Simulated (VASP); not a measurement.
Input of a VASP 6.6.1 run:

INCAR

```
ALGO = Normal
EDIFF = 1E-6
ENCUT = 520
GGA = PE
ISIF = 2
ISMEAR = -1
IVDW = 12
LASPH = True
LCHARG = True
LELF = True
LREAL = Auto
LVHAR = True
LWAVE = False
NBANDS = 48
NELM = 100
PREC = Accurate
SIGMA = 0.02
```

The input KPOINTS:

```
k-points
0
Gamma
  1 1 1
```

File POSCAR:

```
H5C2Cl
1.0
    7.5995610000      0.0000000000      0.0000000000
    0.0000000000      7.5995610000      0.0000000000
    0.0000000000      0.0000000000      7.5995610000
C H Cl
6 15 3
Direct
    0.9079077068      0.0820310542      0.2229207713
    0.8507465102      0.0593455332      0.0532925520
    0.3210974950      0.2077488423      0.7633993595
    0.2582649182      0.0435946234      0.7896771932
    0.8310743213      0.7177125100      0.5786781631
    0.6923163062      0.6291021284      0.6412212495
    0.8426539375     -0.0080136208      0.3287953080
    1.0069529016      0.1939190961      0.2519224466
    0.7538461761     -0.0401470559      0.0211064823
    0.8960254415      0.1177173260     -0.0687802888
    0.2863718049      0.2614361540      0.6328655037
    0.3835879467      0.2843716894      0.8604444388
    0.2049855248     -0.0526609366      0.7002772923
    0.2795950977     -0.0197379822      0.9237507272
    0.8562863039      0.8362456726      0.6476689904
    0.9160660728      0.6702229247      0.4791724154
    0.5941658998      0.6642883714      0.7453720024
    0.6644462753      0.5013052728      0.5727699271
    0.2565148171      0.7869928276      0.2221838867
   -0.0170799340      0.6033769582      0.8587469724
    0.6615908472      0.2272762861      0.1135460325
    0.3392432800      0.8952753981      0.3222291393
    0.0983741035      0.6432476823      0.9832673229
    0.5959686356      0.3882987452      0.1261257065
```

Potentials or basis: VASP PAW PBE potentials, release 64 (C, H, Cl).

Launch:

```bash
$ cat potpaw_PBE.64/C/POTCAR potpaw_PBE.64/H/POTCAR potpaw_PBE.64/Cl/POTCAR > POTCAR
$ mpirun -np 1 vasp_gam > vasp.out
```

Q: Predict the band gap on the k mesh.

A: 4.53 eV, direct.

Q: Estimate the dispersion energy per atom.

A: -0.038 eV.

Q: What does it give for the pressure?

A: -1.1 GPa.

Stress tensor (GPa, compression positive):
```
-0.98 -0.47  0.04
-0.47 -0.49  0.50
 0.04  0.50 -1.87
```

As with any semilocal functional, this PBE gap is likely too small.
